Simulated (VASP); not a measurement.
The system is Sn.

```
Sn
1.0
     0.00000    6.46669    6.46669
     6.46669    0.00000    6.46669
     6.46669    6.46669    0.00000
Sn
16
Direct
  0.00000 0.00000 0.00000
  0.00000 0.00000 0.50000
  0.00000 0.50000 0.00000
  0.00000 0.50000 0.50000
  0.50000 0.00000 0.00000
  0.50000 0.00000 0.50000
  0.50000 0.50000 0.00000
  0.50000 0.50000 0.50000
  0.12500 0.12500 0.12500
  0.12500 0.12500 0.62500
  0.12500 0.62500 0.12500
  0.12500 0.62500 0.62500
  0.62500 0.12500 0.12500
  0.62500 0.12500 0.62500
  0.62500 0.62500 0.12500
  0.62500 0.62500 0.62500
```

This isn't the form of Sn at room conditions, which is tetragonal (white tin).

- Program: VASP 6.6.1
- Task: phonon dispersion
- Functional: PBE
- Potentials or basis: VASP PAW PBE potentials, release 64 (Sn_d)
- Cutoff: 520 eV
- k mesh: 2 × 2 × 2
- Occupations: gaussian, width 0.03 eV
- Spin: no spin polarisation
- Long-range dipole term: no
- Supercell matrix: [2, 0, 0, 0, 2, 0, 0, 0, 2]
- Further INCAR settings: LREAL = Auto; ALGO = Normal; EDIFF = 1e-07; IBRION = 6; POTIM = 0.015; NSW = 1

Q: Is this structure dynamically stable at this level, and how far does the spectrum reach?

A: Yes, as far as this q mesh shows: no mode on the path is imaginary. The highest frequency is 193 cm⁻¹.

Phonon frequencies at the corners of the path (cm⁻¹, interpolated; i marks imaginary ones):
| point | frequencies |
| --- | --- |
| Γ | 0 0 0 169 169 169 |
| X | 45 45 153 153 192 192 |
| W | 63 63 147 147 193 193 |
| K | 45 69 142 153 193 193 |
| L | 36 36 129 161 192 192 |
| U | 45 69 142 153 193 193 |

A q mesh this small can miss soft modes between its points.

Caveat: the k mesh is coarse (spacing up to 0.42 Å⁻¹), so the values aren't converged.
